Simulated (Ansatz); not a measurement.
## MnS: no result

The cell (4 atoms) is MnS as a measured crystal structure (space group P6_3mc). Source: COD entry 9008871, which need not be the ambient phase.

Theory: DFT, PBE, PAW, plane waves, scalar-relativistic (Ansatz development build ahead of 0.2.0).

```yaml
crystal:
  lattice:
    - [3.9760013, 0.0, 0.0]
    - [-1.98800065, 3.44331813, 0.0]
    - [0.0, 0.0, 6.432]
  atoms:
    - { symbol: Mn, position: [0.33333333, 0.66666667, 0.0], spin: 4.5 }
    - { symbol: Mn, position: [0.66666667, 0.33333333, 0.5], spin: 4.5 }
    - { symbol: S, position: [0.33333333, 0.66666667, 0.385] }
    - { symbol: S, position: [0.66666667, 0.33333333, 0.885] }
magnetization:
  spin_polarized: true
hamiltonian:
  xc: pbe
  pseudopotentials: { kind: paw }
basis:
  ecutwfc: 420
kpoints:
  mp_grid: { grid: [6, 6, 4] }
scf:
  occupations: { method: gaussian, width: 0.1 }
  lower_state_search: "off"
  max_iter: 8
output:
  forces: true
  stress: true
```

The starting density is a sum of atomic densities.

Only one magnetic start was run, with no search, so the state need not be the lowest.

Command:
```sh
ansatz run input.yaml --threads 2 --pin off --max-ram 5120MiB --backend cpu --events-out ev --progress --plain --runs-dir out
```

Wall time and machine: 5 s on 2 threads of Arm Neoverse V1 (shared host), peak memory 0.33 GiB.

```
SCF iter   1: F=—  HF=-9605.635374 eV  |F-HF|=—  |Δ(HF+E_count)|=         —  Δρ=6.71e-2 (↑5.27e-2 ↓6.71e-2)  dr2=1.27e1  dr2_m=8.89e-2  M=8.626 μB ∫|m|=8.626 μB  β_m=0.30  ethr=3.10e-3  ⟨swp⟩=5.6  Hψ=5044  notcnv=0
preconditioner: auto → Kerker (q_TF=auto, 2.412 Å⁻¹)  [metal: Δε(μ)=0.037 eV  Ē_g=8.062 eV  σ=0.100 eV  W_gap=0.21  n_scr=22 (ndim 8)  ℏωp=20.2 eV  f_vac=0.005  D(μ)=6.21/eV (n_scr^D=66)]
spin=Collinear: Kerker preconditioning applied to the charge; magnetization (m = ρ↑ − ρ↓) channel mixes plain (no charge-response kernel on spin).
SCF iter   2: F=—  HF=-9603.826434 eV  |F-HF|=—  |Δ(HF+E_count)|=    1.81e0  Δρ=2.12e-2 (↑2.12e-2 ↓1.38e-2)  dr2=8.06e-1  dr2_m=1.23e-1  M=9.779 μB ∫|m|=9.779 μB  β_m=0.30  ethr=3.10e-3  ⟨swp⟩=3.0  Hψ=2939  notcnv=0  defer=123
Mixer restart at iter 2: flushing history
spin-set hold released at iteration 2 (the charge has settled, or the pull on large starting moments outlasts its swing): the magnetisation degrees of freedom join the quasi-Newton model from the next iteration; the mixer history was flushed
SCF iter   3: F=—  HF=-9603.752442 eV  |F-HF|=—  |Δ(HF+E_count)|=   7.40e-2  Δρ=1.50e-2 (↑1.50e-2 ↓1.15e-2)  dr2=4.76e-1  dr2_m=6.84e-2  M=9.837 μB ∫|m|=9.837 μB  β_m=0.65  ethr=1.92e-3  ⟨swp⟩=1.6  Hψ=1722  notcnv=0  defer=117
SCF iter   4: F=—  HF=-9603.698110 eV  |F-HF|=—  |Δ(HF+E_count)|=   5.43e-2  Δρ=2.82e-3 (↑2.73e-3 ↓2.82e-3)  dr2=4.61e-2  dr2_m=2.33e-4  M=9.916 μB ∫|m|=9.916 μB  β_m=0.67  ethr=1.13e-3  ⟨swp⟩=2.1  Hψ=1953  notcnv=0  defer=117
SCF iter   5: F=—  HF=-9603.698947 eV  |F-HF|=—  |Δ(HF+E_count)|=   8.37e-4  Δρ=3.29e-3 (↑3.29e-3 ↓1.69e-3)  dr2=1.76e-2  dr2_m=1.42e-3  M=9.928 μB ∫|m|=9.928 μB  β_m=0.77  ethr=1.10e-4  ⟨swp⟩=2.6  Hψ=2147  notcnv=0  defer=117
SCF iter   6: F=—  HF=-9603.704880 eV  |F-HF|=—  |Δ(HF+E_count)|=   5.93e-3  Δρ=7.32e-4 (↑7.32e-4 ↓6.41e-4)  dr2=3.25e-3  dr2_m=3.52e-5  M=9.920 μB ∫|m|=9.920 μB  β_m=0.84  ethr=4.19e-5  ⟨swp⟩=1.0  Hψ=3575  notcnv=0
SCF iter   7: F=—  HF=-9603.707659 eV  |F-HF|=—  |Δ(HF+E_count)|=   2.78e-3  Δρ=2.79e-4 (↑2.79e-4 ↓2.61e-4)  dr2=4.02e-4  dr2_m=1.58e-6  M=9.921 μB ∫|m|=9.921 μB  β_m=0.92  ethr=7.73e-6  ⟨swp⟩=1.0  Hψ=3133  notcnv=0
SCF iter   8: F=—  HF=-9603.708406 eV  |F-HF|=—  |Δ(HF+E_count)|=   7.48e-4  Δρ=9.24e-5 (↑9.24e-5 ↓5.34e-5)  dr2=1.74e-5  dr2_m=1.54e-6  M=9.923 μB ∫|m|=9.923 μB  β_m=0.96  ethr=9.57e-7  ⟨swp⟩=1.0  Hψ=3202  notcnv=0
did not converge after 8 iterations: dr2 = 1.74e-5 (threshold 1.00e-7), under the density mixer `msr1`, which `scf.mixing.algorithm: auto` chose by the deck's other keys (type `scf.mixing.algorithm: msr1` to keep it) [...]
```

Question: What is going wrong, and which changes make it converge?

Answer: The run is cut off after 8 iterations, too early to settle (residual 1.3e+01 eV at the start, 1.7e-05 eV at the end). The setting at fault is “iteration limit 8”: with the default settings (MSR1 mixing, preconditioner Kerker) the same cell converges in 11 iterations, ferromagnetic, site moments Mn1 4.17, Mn2 4.17 μB, total 9.92 μB per cell, no gap on the k-mesh. The iteration limit is simply too low. Changes that cure it: iteration limit raised to 200 (11 iterations).
